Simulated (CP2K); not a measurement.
# CdTe (F-43m) in CP2K: further runs

Runs on CdTe. Level: PBE. Tasks: atomic charges.

All numbers are computed with CP2K 2026.2; they aren't measurements. Logs are shortened: lines on timing, memory, paths and dates and some standing lists are left out, and cuts for length are marked.

**Measured values to compare with.**

From a printed reference work, data compilation, for a bulk crystal of CdTe at 0 K: band gap 1.607 eV.

The results are compared with them further down.

## Step 1: Starting point

Symmetry: F-43m, No. 216, cubic system. Conventional cell: a = 6.410 Å, b = 6.410 Å, c = 6.410 Å, α = 90.00°, β = 90.00°, γ = 90.00°. Te (site symmetry -43m) is surrounded by 4 Cd at 2.78 Å. Cd (site symmetry -43m) is surrounded by 4 Te at 2.78 Å.

## Step 2: Atomic charges, PBE

Contents of cdte_charges.inp:

```
&GLOBAL
  PROJECT cdte_charges
  RUN_TYPE ENERGY_FORCE
  PRINT_LEVEL LOW
&END GLOBAL
&FORCE_EVAL
  METHOD QS
  STRESS_TENSOR ANALYTICAL
  &DFT
    BASIS_SET_FILE_NAME BASIS_MOLOPT_UZH
    POTENTIAL_FILE_NAME POTENTIAL_UZH
    &MGRID
      CUTOFF 450
      REL_CUTOFF 60
      NGRIDS 4
    &END MGRID
    &QS
      METHOD GPW
      EPS_DEFAULT 1.0E-10
    &END QS
    &KPOINTS
      SCHEME MONKHORST-PACK 7 7 7
      GAMMA_CENTERED T
      SYMMETRY T
      SYMMETRY_BACKEND SPGLIB
    &END KPOINTS
    &SCF
      SCF_GUESS ATOMIC
      EPS_SCF 1.0E-6
      MAX_SCF 100
      ADDED_MOS 10
      CHOLESKY OFF
      EPS_EIGVAL 1.0E-7
      &DIAGONALIZATION ON
        ALGORITHM STANDARD
      &END DIAGONALIZATION
      &MIXING ON
        METHOD BROYDEN_MIXING
        ALPHA 0.4
        BETA 1.5
        NBUFFER 8
      &END MIXING
      &SMEAR ON
        METHOD FERMI_DIRAC
        ELECTRONIC_TEMPERATURE [K] 580.226
      &END SMEAR
    &END SCF
    &XC
      &XC_FUNCTIONAL
        &GGA_X_PBE
        &END GGA_X_PBE
        &GGA_C_PBE
        &END GGA_C_PBE
      &END XC_FUNCTIONAL
    &END XC
    &PRINT
      &KPOINTS ON
      &END KPOINTS
      &MULLIKEN ON
      &END MULLIKEN
      &MO ON
        ENERGIES T
        OCCUPATION_NUMBERS T
        &EACH
          QS_SCF 0
        &END EACH
        ADD_LAST NUMERIC
      &END MO
      &LOWDIN ON
      &END LOWDIN
      &HIRSHFELD ON
        SHAPE_FUNCTION DENSITY
      &END HIRSHFELD
      &VORONOI ON
        VORONOI_RADII VDW
      &END VORONOI
      &E_DENSITY_CUBE ON
        STRIDE 1
      &END E_DENSITY_CUBE
      &V_HARTREE_CUBE ON
        STRIDE 1
      &END V_HARTREE_CUBE
      &ELF_CUBE ON
        STRIDE 1
      &END ELF_CUBE
    &END PRINT
  &END DFT
  &SUBSYS
    &CELL
      A 4.5325544674 0.0000000000 0.0000000000
      B 2.2662772337 3.9253073128 0.0000000000
      C 2.2662772337 1.3084357709 3.7008152255
      PERIODIC XYZ
    &END CELL
    &COORD
      Te  6.7988317011 3.9253073128 2.7756114191
      Cd  0.0000000000 0.0000000000 0.0000000000
    &END COORD
    &KIND Te
      BASIS_SET TZVP-MOLOPT-PBE-GTH-q6
      POTENTIAL GTH-PBE-q6
    &END KIND
    &KIND Cd
      BASIS_SET TZVP-MOLOPT-PBE-GTH-q12
      POTENTIAL GTH-PBE-q12
    &END KIND
    &PRINT
      &ATOMIC_COORDINATES ON
      &END ATOMIC_COORDINATES
      &CELL ON
      &END CELL
    &END PRINT
  &END SUBSYS
  &PRINT
    &FORCES ON
    &END FORCES
    &STRESS_TENSOR ON
    &END STRESS_TENSOR
  &END PRINT
&END FORCE_EVAL
```

Potentials or basis: POTENTIAL_UZH Te GTH-PBE-q6, Cd GTH-PBE-q12; TZVP-MOLOPT-PBE-GTH basis.

Launch:

```sh
$ OMP_NUM_THREADS=1 cp2k.psmp -i cdte_charges.inp -o cdte_charges.out
```

cdte_charges.out:

```text

 CP2K| version string:                                       CP2K version 2026.2
 CP2K| Input file name                                          cdte_charges.inp

 GLOBAL| Force Environment number                                              1
 GLOBAL| Basis set file name                                    BASIS_MOLOPT_UZH
 GLOBAL| Potential file name                                       POTENTIAL_UZH
 GLOBAL| MM Potential file name                                     MM_POTENTIAL
 GLOBAL| Coordinate file name                                      __STD_INPUT__
 GLOBAL| Method name                                                        CP2K
 GLOBAL| Project name                                               cdte_charges
 GLOBAL| Run type                                                   ENERGY_FORCE
 GLOBAL| FFT library                                                       FFTW3
[... 6 lines left out ...]
 GLOBAL| Total number of message passing processes                             1
 GLOBAL| Number of threads for this process                                    1
 GLOBAL| CPU model name           Intel(R) Xeon(R) Platinum 8259CL CPU @ 2.50GHz

 CELL| Volume [angstrom^3]:                                            65.843680
 CELL| Vector a [angstrom]:       4.533     0.000     0.000   |a| =     4.532554
 CELL| Vector b [angstrom]:       2.266     3.925     0.000   |b| =     4.532554
 CELL| Vector c [angstrom]:       2.266     1.308     3.701   |c| =     4.532554
 CELL| Angle (b,c), alpha [degree]:                                    60.000000
 CELL| Angle (a,c), beta  [degree]:                                    60.000000
 CELL| Angle (a,b), gamma [degree]:                                    60.000000
 CELL| Numerically orthorhombic:                                              NO
 CELL| Periodicity                                                           XYZ

 CELL_REF| Volume [angstrom^3]:                                        65.843680
 CELL_REF| Vector a [angstrom     4.533     0.000     0.000   |a| =     4.532554
 CELL_REF| Vector b [angstrom     2.266     3.925     0.000   |b| =     4.532554
 CELL_REF| Vector c [angstrom     2.266     1.308     3.701   |c| =     4.532554
 CELL_REF| Angle (b,c), alpha [degree]:                                60.000000
 CELL_REF| Angle (a,c), beta  [degree]:                                60.000000
 CELL_REF| Angle (a,b), gamma [degree]:                                60.000000
 CELL_REF| Numerically orthorhombic:                                          NO
 CELL_REF| Periodicity                                                       XYZ
[... 9 lines left out ...]
 TOTAL NUMBERS AND MAXIMUM NUMBERS

  Total number of            - Atomic kinds:                                   2
                             - Atoms:                                          2
                             - Shell sets:                                     2
                             - Shells:                                        17
                             - Primitive Cartesian functions:                  9
                             - Cartesian basis functions:                     58
                             - Spherical basis functions:                     51

  Maximum angular momentum of- Orbital basis functions:                        3
                             - Local part of the GTH pseudopotential:          0
                             - Non-local part of the GTH pseudopotential:      4

 MODULE QUICKSTEP: ATOMIC COORDINATES IN ANGSTROM

   Atom Kind Element         X             Y             Z       Z(eff)     Mass
      1    1 Te   52      6.798832      3.925307      2.775611   6.0000 127.6000
      2    2 Cd   48      0.000000      0.000000      0.000000  12.0000 112.4110

 SCF PARAMETERS         Density guess:                                    ATOMIC
                        --------------------------------------------------------
                        max_scf:                                             100
[... 7 lines left out ...]
                        --------------------------------------------------------
                        level_shift [a.u.]:                             0.000000
                        added MOs                                        10    0
                        --------------------------------------------------------
                        Mixing method:                            BROYDEN_MIXING
                                                charge density mixing in g-space
                        --------------------------------------------------------
                        Smear method:                                FERMI_DIRAC
                        Electronic temperature [K]:                        580.2
                        Electronic temperature [a.u.]:                  1.84E-03
                        Accuracy threshold:                             1.00E-10
                        --------------------------------------------------------
[... 20 lines left out ...]
 BRILLOUIN|     6           0.06997       -0.42857       -0.42857        0.28571
[... 12 lines left out ...]
 BRILLOUIN|    19           0.01749       -0.14286       -0.14286        0.00000
 BRILLOUIN|    20           0.00292        0.00000        0.00000        0.00000
 *******************************************************************************

 Extrapolation method: initial_guess

 Number of electrons:                                                         18
 Number of occupied orbitals:                                                  9
 Number of molecular orbitals:                                                19

 Number of orbital functions:                                                 51
 Number of independent orbital functions:                                     51

 SCF WAVEFUNCTION OPTIMIZATION

  Step     Update method      Time    Convergence         Total energy    Change
  ------------------------------------------------------------------------------
     1 NoMix/Diag. 0.40E+00    1.9     1.30384932       -54.3443237083 -5.43E+01
     2 Broy./Diag. 0.40E+00    2.2     0.03155990       -54.4073074375 -6.30E-02
     3 Broy./Diag. 0.40E+00    2.3     0.09041549       -54.2888569747  1.18E-01
     4 Broy./Diag. 0.40E+00    2.1     0.00506905       -54.2213100459  6.75E-02
     5 Broy./Diag. 0.40E+00    2.2     0.00181277       -54.2643528030 -4.30E-02
     6 Broy./Diag. 0.40E+00    2.3     0.00209251       -54.2704747535 -6.12E-03
     7 Broy./Diag. 0.40E+00    2.1     0.00114815       -54.2643466331  6.13E-03
     8 Broy./Diag. 0.40E+00    2.1     0.00133728       -54.2618662230  2.48E-03
     9 Broy./Diag. 0.40E+00    2.1     0.00026282       -54.2625684959 -7.02E-04
    10 Broy./Diag. 0.40E+00    2.1     0.00008404       -54.2628858094 -3.17E-04
    11 Broy./Diag. 0.40E+00    2.1     0.00002238       -54.2629989316 -1.13E-04
    12 Broy./Diag. 0.40E+00    2.1     0.00000446       -54.2630344794 -3.55E-05
    13 Broy./Diag. 0.40E+00    2.1     0.00000856       -54.2630570498 -2.26E-05
    14 Broy./Diag. 0.40E+00    2.1     0.00000248       -54.2630759273 -1.89E-05
    15 Broy./Diag. 0.40E+00    2.1     0.00000085       -54.2630773508 -1.42E-06

  *** SCF run converged in    15 steps ***

  Electronic density on regular grids:        -17.9999999984        0.0000000016
  Core density on regular grids:               17.9999999969       -0.0000000031
  Total charge density on r-space grids:       -0.0000000016
  Total charge density g-space grids:          -0.0000000016

  Overlap energy of the core charge distribution:               0.00000000238372
  Self energy of the core charge distribution:                -91.51912444774888
  Core Hamiltonian energy:                                     27.71066240893565
  Hartree energy:                                              18.01296365430288
  Exchange-correlation energy:                                 -8.46757890646140
  Electronic entropic energy:                                  -0.00000006221144
  Fermi energy:                                                 0.14389107139362

  Total energy:                                               -54.26307735080098
  Total energy (extrapolated to T->0):                        -54.26307731969526

 MO| EIGENVALUES AND OCCUPATION NUMBERS FOR K POINT 1
 MO|
 MO|  Index      Eigenvalue [a.u.]        Eigenvalue [eV]             Occupation
 MO|      1              -0.276447              -7.522505               2.000000
 MO|      2              -0.181639              -4.942649               2.000000
 MO|      3              -0.181639              -4.942648               2.000000
 MO|      4              -0.173120              -4.710835               2.000000
 MO|      5              -0.173120              -4.710835               2.000000
 MO|      6              -0.161828              -4.403552               2.000000
[... 343 lines left out ...]
 MO|     18               0.708368              19.275675               0.000000
 MO|     19               0.708371              19.275746               0.000000
 MO| Sum:                                                              18.000000
 MO| E(Fermi):            0.143891 a.u.          3.915475 eV

 [... the levels of further k-points ...]

 The electron density is written in Cube    file format to the file:

 cdte_charges-ELECTRON_DENSITY-1_0.cube

 !-----------------------------------------------------------------------------!
                     Mulliken Population Analysis

 #  Atom  Element  Kind  Atomic population                           Net charge
       1     Te       1          6.626989                             -0.626989
       2     Cd       2         11.373011                              0.626989
 # Total charge                             18.000000                  0.000000

 !-----------------------------------------------------------------------------!

 !-----------------------------------------------------------------------------!
                           Hirshfeld Charges

  #Atom  Element  Kind  Ref Charge     Population                    Net charge
      1       Te     1       6.000          6.197                        -0.197
      2       Cd     2      12.000         11.803                         0.197

  Total Charge                                                           -0.000
 !-----------------------------------------------------------------------------!

 VORONOI| Collecting electron density from MPI ranks and sending to library...
 VORONOI| Voronoi integration finished.

 LOWDIN POPULATION ANALYSIS

 #  Atom  Element  Kind  Atomic population                           Net charge
       1     Te       1          4.420247                              1.579753
       2     Cd       2         13.579753                             -1.579753
 # Total charge                             18.000000                 -0.000000

               ----- ELF is computed on the real space grid -----

 ELF is written in Cube    file format to the file:

 cdte_charges-ELF_S1-1_0.cube

 ENERGY| Total FORCE_EVAL ( QS ) energy [hartree]            -54.263076059499483

 FORCES| Atomic forces [hartree/bohr]
 FORCES|   Atom     x               y               z               |f|
 FORCES|      1 -2.92773387E-10 -2.71583012E-08 -1.23279190E-08   2.98267770E-08
 FORCES|      2  2.90720774E-10  2.71576247E-08  1.23273287E-08   2.98258969E-08
 FORCES| Sum    -2.05261319E-12 -6.76581864E-13 -5.90298955E-13
 FORCES| Total atomic force                                       2.24040996E-12

 STRESS| Analytical stress tensor [bar]
 STRESS|                        x                   y                   z
 STRESS|      x        4.85865206061E+04  -5.21220525366E-02  -3.20557596491E-02
 STRESS|      y       -5.21220525366E-02   4.85865804561E+04   7.68394711904E-02
 STRESS|      z       -3.20557596491E-02   7.68394711904E-02   4.85865299187E+04
 STRESS| 1/3 Trace                                             4.85865436603E+04
 STRESS| Determinant                                           1.14695932389E+14

 STRESS| Eigenvectors and eigenvalues of the analytical stress tensor [bar]
 STRESS|                        1                   2                   3
 STRESS| Eigenvalues   4.85864734304E+04   4.85864951897E+04   4.85866623607E+04
 STRESS|      x          -0.185451470380      0.899495878771     -0.395619661049
 STRESS|      y          -0.631089710067      0.199576880106      0.749596455951
 STRESS|      z           0.753215460530      0.388685262136      0.530650767471
```

Wall time 44 s (1 thread of Intel Xeon Platinum 8259CL at 2.50GHz (Skylake/Cascade Lake), shared host); peak memory 0.37 GiB.

Results:

- Free energy: -1476.5734 eV
- Pressure: 4.9 GPa
- Band gap on the k mesh: 0.88 eV, direct
- Mulliken charges: Te -0.63; Cd +0.63 e
- Hirshfeld charges: Te -0.20; Cd +0.20 e
- Voronoi charges: Te -1.22; Cd +1.22 e

Caveat: Mulliken charges move with the basis; spin-orbit coupling is left out, which moves the levels of the heavy elements; the basis of atomic orbitals isn't converged, which shifts pressures, moduli and gaps.

## Step 3: Atomic charges, PBE

cdte_charges.inp, as its differences from that of step 2:

```diff
@@ -99,3 +99,3 @@
     &KIND Te
-      BASIS_SET TZVP-MOLOPT-PBE-GTH-q6
+      BASIS_SET TZV2P-MOLOPT-PBE-GTH-q6
       POTENTIAL GTH-PBE-q6
@@ -103,3 +103,3 @@
     &KIND Cd
-      BASIS_SET TZVP-MOLOPT-PBE-GTH-q12
+      BASIS_SET TZV2P-MOLOPT-PBE-GTH-q12
       POTENTIAL GTH-PBE-q12
```

Potentials or basis: POTENTIAL_UZH Te GTH-PBE-q6, Cd GTH-PBE-q12; TZV2P-MOLOPT-PBE-GTH basis.

Launch:

```sh
$ OMP_NUM_THREADS=1 cp2k.psmp -i cdte_charges.inp -o cdte_charges.out
```

Wall time 73 s (1 thread of Intel Xeon Platinum 8259CL at 2.50GHz (Skylake/Cascade Lake), shared host); peak memory 0.41 GiB.

It converged, with:

```yaml
Free_energy: -1476.6213 eV
Pressure: 4.7 GPa
Band_gap_on_the_k_mesh: 0.87 eV, direct
Mulliken_charges: Te -0.32; Cd +0.32 e
Hirshfeld_charges: Te -0.20; Cd +0.20 e
Voronoi_charges: Te -1.23; Cd +1.23 e
```

Levels at points of the mesh, in eV from the valence-band top:
```tsv
k point	band 5	band 6	band 7	band 8	band 9	band 10	band 11	band 12	band 13	band 14
(0.00, 0.00, 0.00)	-8.19	-8.19	0.00	0.00	0.00	0.87	4.60	4.60	4.60	8.76
```

Caveat: Mulliken charges move with the basis; spin-orbit coupling is left out, which moves the levels of the heavy elements; the basis of atomic orbitals isn't converged, which shifts pressures, moduli and gaps.

## Step 4: How close it comes

Step 2. Against the measured gap of CdTe, 1.607 eV (0 K; a printed reference work, data compilation), the calculated 0.88 eV is off by -0.73 eV. Spin-orbit coupling on Cd, Te is left out. The value is that of PBE in an atomic basis (POTENTIAL_UZH Te GTH-PBE-q6, Cd GTH-PBE-q12; TZVP-MOLOPT-PBE-GTH basis), whose error adds to the functional's,, without temperature or zero-point motion. Semilocal functionals fall short of measured gaps as a rule.

Step 3. A measured gap of CdTe is 1.607 eV (0 K; a printed reference work, data compilation); the calculated 0.87 eV misses it by -0.74 eV. Spin-orbit coupling on Cd, Te is left out. The value is that of PBE in an atomic basis (POTENTIAL_UZH Te GTH-PBE-q6, Cd GTH-PBE-q12; TZV2P-MOLOPT-PBE-GTH basis), whose error adds to the functional's,, without temperature or zero-point motion. Semilocal functionals fall short of measured gaps as a rule.
